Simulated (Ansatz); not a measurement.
Runs of Ansatz 0.2.0 on Ni. The structure is cubic, space group Fm-3m (No. 225). The conventional cell has a = 3.475 Å, b = 3.475 Å, c = 3.475 Å, α = 90.00°, β = 90.00°, γ = 90.00°. Ni (site symmetry m-3m) has 12 Ni at 2.46 Å as nearest neighbours. 

```csv
task,level,potentials or basis,cell,k mesh,cutoff (eV),smearing,points for each segment of the path,mesh quality,gap on the mesh (eV),pressure (GPa),moment (μB)
relaxation of cell and atoms,PBE,Ansatz PAW,relaxed,13 × 13 × 13,420,fermi-dirac 0.05 eV,-,not flagged,-,0.0,0.63
band structure,PBE,Ansatz PAW,as given,13 × 13 × 13,420,fermi-dirac 0.05 eV,14,not flagged,none,(b),0.63
band structure,PBEsol,Ansatz PAW,as given,13 × 13 × 13,420,fermi-dirac 0.05 eV,14,not flagged,none,-2.4,0.63
band structure,RPBE,Ansatz PAW,as given,13 × 13 × 13,420,fermi-dirac 0.05 eV,14,not flagged,none,(c),0.63
single point,PBE0,Ansatz PAW,as given,7 × 7 × 7,420,fermi-dirac 0.05 eV,-,coarse,none,-,0.99
density of states,rPW86-PBE,JTH PAW,as given,13 × 13 × 13,2400,fermi-dirac 0.1 eV,-,not flagged,none,18.7,0.61
single point,RPBE,Ansatz PAW,as given,13 × 13 × 13,420,gaussian 0.05 eV,-,not flagged,none,(a),0.64
```

Alike in all rows: spin collinear, ferromagnetic start.

Problem. Estimate the missing entries.

Solution. (a) 13.8; (b) 8.1; (c) 13.9.

Caveats: some runs use coarse meshes; the PAW data sets come from PBE, with cores solved anew for the run's functional, which leaves a small shift of forces and pressure (some runs); the potentials were made for another functional, which shifts forces and pressure (some runs); the plane-wave basis is chosen anew once the cell has moved, so the energies of steps on either side of that aren't comparable (some runs); the magnetic or orbital state may not be the lowest (some runs); so large a pressure means that the cell lies far from this level's equilibrium, or that cutoff or potentials fall short (some runs).

A k mesh can miss the band edges.

A gap of «none» marks a metal or a gap under the smearing width.

Not every run made on this cell is shown here.
